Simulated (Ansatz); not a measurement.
Ansatz input

```yaml
crystal:
  lattice:
    - [0.0, 2.8202114637, 2.8202114637]
    - [2.8202114637, 0.0, 2.8202114637]
    - [2.8202114637, 2.8202114637, 0.0]
  atoms:
    - { symbol: Mo, position: [0.125, 0.125, 0.125] }
    - { symbol: Mo, position: [0.875, 0.875, 0.875] }
hamiltonian:
  xc: revpbe
  pseudopotentials:
    kind: paw
    azcp:
      Mo: "pseudopotentials/Mo.paw.azcp"
basis:
  ecutwfc: 420
  fft_grid_basis: typed
kpoints:
  mp_grid: { grid: [11, 11, 11], shift: [0, 0, 0] }
magnetization:
  spin_polarized: false
scf:
  occupations: { method: fermi_dirac, width: 0.1 }
  lower_state_search: "off"
output:
  stress: true
```

Output

```
Engine: ansatz 0.2.0, x86_64-unknown-linux-gnu
Pseudopotentials: kind: paw
Pseudopotential: Mo, paw, valence charge 14, recommended cutoff 420 eV (normal) 
Functional definition: revPBE
  parameter kappa = 1.245
  parameter beta = 0.06672455060314922
  exchange = pbe_x(kappa = kappa, mu = beta*pi^2/3)
  correlation = pbe_c(beta = beta)
Crystal: 2 atoms, lattice volume = 44.862 Å³
Basis set: ecut = 420 eV, 893 PW (Γ)
Bands: 18, of which v1, the nominal top of the filled ones, is band 14 counted from 1 (13 counted from 0)
Symmetry: 48 space group operations
Space group: Fd-3m (ITA 227), of the structure as read, at distance tolerance 3.6e-5 Å
k-points: 56 of 1331
Non-local potential: Mo, projectors of the file, l = 0: 3, l = 1: 2, l = 2: 2, l = 3: 1
PAW form: soft (Blöchl's): semilocal exchange-correlation on the pseudo side does not see the compensation charge
PAW frozen core: Mo, regenerated for the run's functional, and the local potential with it (the file was generated under x = pbe(κ = 0.804, μ = 0.2195149727645171), c = pbe(β = 0.06672455060314922))
PAW one-centre angular grid: Mo, 590 points (default); XC on 64 Gauss nodes
Initial density: superposition of atomic densities (neutral atoms: chi_scale 0, normalization atom), corrected by the library's trained network
Initial wavefunctions: pseudopotential atomic-orbital guess
Functional: x = revpbe(κ = 1.245, μ = 0.2195149727645171), c = pbe(β = 0.06672455060314922)
SCF iter   1: F=—  HF=-9917.647356 eV  |F-HF|=—  |Δ(HF+E_count)|=         —  Δρ=5.95e-3  dr2=5.20e-3  ethr=1.77e-3  ⟨swp⟩=5.0  Hψ=4584  notcnv=0
SCF iter   2: F=—  HF=-9917.649058 eV  |F-HF|=—  |Δ(HF+E_count)|=   1.70e-3  Δρ=3.43e-3  dr2=1.93e-3  ethr=1.86e-5  ⟨swp⟩=1.7  Hψ=1558  notcnv=0
SCF iter   3: F=—  HF=-9917.649644 eV  |F-HF|=—  |Δ(HF+E_count)|=   5.86e-4  Δρ=3.01e-4  dr2=2.92e-5  ethr=6.90e-6  ⟨swp⟩=2.5  Hψ=1591  notcnv=0
SCF iter   4: F=—  HF=-9917.649663 eV  |F-HF|=—  |Δ(HF+E_count)|=   1.98e-5  Δρ=6.30e-5  dr2=1.36e-6  ethr=1.04e-7  ⟨swp⟩=2.4  Hψ=1558  notcnv=0
SCF iter   5: F=—  HF=-9917.649664 eV  |F-HF|=—  |Δ(HF+E_count)|=   4.60e-7  Δρ=2.84e-5  dr2=3.65e-7  ethr=4.87e-9  ⟨swp⟩=1.8  Hψ=1184  notcnv=0
SCF iter   6: F=-9917.649664 eV  HF=-9917.649664 eV  |F-HF|=1.14e-8  |Δ(HF+E_count)|=   1.13e-7  Δρ=4.66e-6  dr2=9.50e-9  ethr=3.57e-10  ⟨swp⟩=4.0  Hψ=3215  notcnv=0
SCF 1 converged in 6 iterations: F = -9917.649664 eV  dr2 = 9.50e-9
SCF converged after 6 iterations
Free energy (F): -9917.649664 eV
Harris-Foulkes:  -9917.649664 eV  (|F-HF|=1.14e-8)
Internal energy: -9917.561903 eV  (E = F + TS)
E sigma→0 (E₀):  -9917.605783 eV
Entropy (-TS):   -0.087761 eV (-43.881 meV/atom)
Fermi energy:    13.166288 eV
--- Per-component energies (eV) ---
  E_band       = -304.740475
  E_kinetic    = 885.590266
  E_local      = -2504.574738  (includes V_loc(G=0)·N_el)
  E_nonlocal   = 293.785767
  E_hartree    = 882.998172
  E_xc         = -364.430430
  E_vxc        = -454.071300  (∫ρ·V_xc dr)
  E_paw        = -6415.377067  (= ΣΔE_a)
  E_vpaw       = -291.465561  (= ΣTr[D̂ρ^β])
  E_aug_tail   = 0.000092  (compensation charges beyond the density's cutoff)
  E_ewald      = -2695.422788
  E_core_change = -0.131176  (= ΣΔE_core)
  E_smearing   = -0.087761  (= −TS)
  E_closure    = 0.000000  (closes the sum)
  Σ components = -9917.649664   (vs F -9917.649664, Δ=0.00e0)
--- Stress (GPa, compression-positive) ---
        4.509724      -0.000000       0.000000
        0.000000       4.509724       0.000000
        0.000000       0.000000       4.509724
  P = ⅓ Tr σ = 4.5097 GPa (45.097 kbar)
```

Launched by

```sh
ansatz run input.yaml --threads 2 --pin off --max-ram 5120MiB --backend cpu --events-out ev --progress --plain --runs-dir out
```

On 2 threads of Intel(R) Xeon(R) Platinum 8488C (Sapphire Rapids) (shared host) this took about 1.2 s of wall time and 2 s of CPU time.
